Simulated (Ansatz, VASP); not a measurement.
# Two plane-wave programs on Cr

```
Cr
1.0
     2.96890    0.00000    0.00000
     0.00000    2.96890    0.00000
     0.00000    0.00000    5.93780
Cr
4
Cartesian
  0.0000 0.0000 0.0000
  0.0000 0.0000 2.9689
  1.4844 1.4844 1.4844
  1.4844 1.4844 4.4533
```

Alike in both runs: task single point; functional PBE; k mesh 10 × 10 × 5; occupations fermi-dirac, width 0.05 eV; no spin polarisation.

```csv
,VASP,Ansatz
version,VASP 6.6.1,Ansatz 0.2.0
potentials or method,"VASP PAW PBE potentials, release 64 (Cr_pv)","PAW with Ansatz's default frozen-core files, scalar-relativistic"
plane-wave cutoff (eV),520,420
valence electrons in the cell,48,56
```

```csv
,VASP,Ansatz,Ansatz less VASP
pressure (GPa),-24.9,-24.6,+0.31
```

The two sets of potentials don't hold the same shells in valence.

Caveats: so large a pressure means that the cell lies far from this level's equilibrium, or that cutoff or potentials fall short (VASP); the run has no spin polarisation, though such a crystal can be magnetic. Spin polarisation is off, so any magnetic state and its effect on volume and gap are missing.
